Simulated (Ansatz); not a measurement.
**Relaxation of Ir**

Computed with DFT PBE, scalar-relativistic, plane waves, PAW (Ansatz). Run with 420 eV cutoff, 18×18×10 k-mesh, Gaussian smearing of 0.10 eV, no spin polarisation.

What was changed in Co: Co → Ir on all its sites, cell and atoms relaxed.

Spin–orbit coupling is left out, which can shift energies with elements as heavy as these.

Command:

```bash
ansatz run input.yaml --threads 1 --pin off --max-ram 2560MiB --backend cpu --events-out ev --progress --plain --runs-dir out
```

Input:

```yaml
crystal:
  lattice:
    - [2.7403636686, 0.0, 0.0]
    - [-1.3701818343, 2.3732245526, 0.0]
    - [0.0, 0.0, 4.4739350377]
  atoms:
    - { symbol: Ir, position: [0.6666666667, 0.3333333333, 0.25] }
    - { symbol: Ir, position: [0.3333333333, 0.6666666667, 0.75] }
basis:
  ecutwfc: 420
kpoints:
  mp_grid: { grid: [18, 18, 10] }
hamiltonian:
  xc: pbe
scf:
  occupations: { method: gaussian, width: 0.1 }
output:
  forces: true
  stress: true
  eigenvalues: true
relax:
  adjacent_minimum: "off"
  f_tol: 0.01
  max_steps: 60
  cell: { stress_tol: 0.1 }
```

F is the free energy. Steps run on the plane waves of an earlier cell, but the last one, and at times one on the way, on a freshly chosen basis, so a repeated geometry can differ a little in energy.

Steps:

```csv
step,F − F(1) (eV),largest force component (eV/Å),V (Å³/atom),P (GPa)
1,0.0000,0.000,14.548,0.32
2,-0.0005,0.000,14.588,-0.56
3,-0.0012,0.000,14.560,0.06
4,-0.0013,0.000,14.560,0.06
```

Relaxed structure:

```xyz
2
Lattice="2.7480 0.0000 0.0000 -1.3740 2.3798 0.0000 0.0000 0.0000 4.4528" Properties=species:S:1:pos:R:3 pbc="T T T"
Ir    1.3740    0.7933    1.1132
Ir    0.0000    1.5865    3.3396
```

It takes space group P6_3/mmc (No. 194, hexagonal). The conventional cell has a = 2.748 Å, b = 2.748 Å, c = 4.453 Å, α = 90.00°, β = 90.00°, γ = 120.00°. Ir (site symmetry -6m2) has 12 Ir at 2.73 to 2.75 Å as nearest neighbours.

The run converged. It took 7.7 s on 1 thread of AMD EPYC 9R45 96-Core Processor (Zen 5) (shared host), peak memory 0.47 GiB.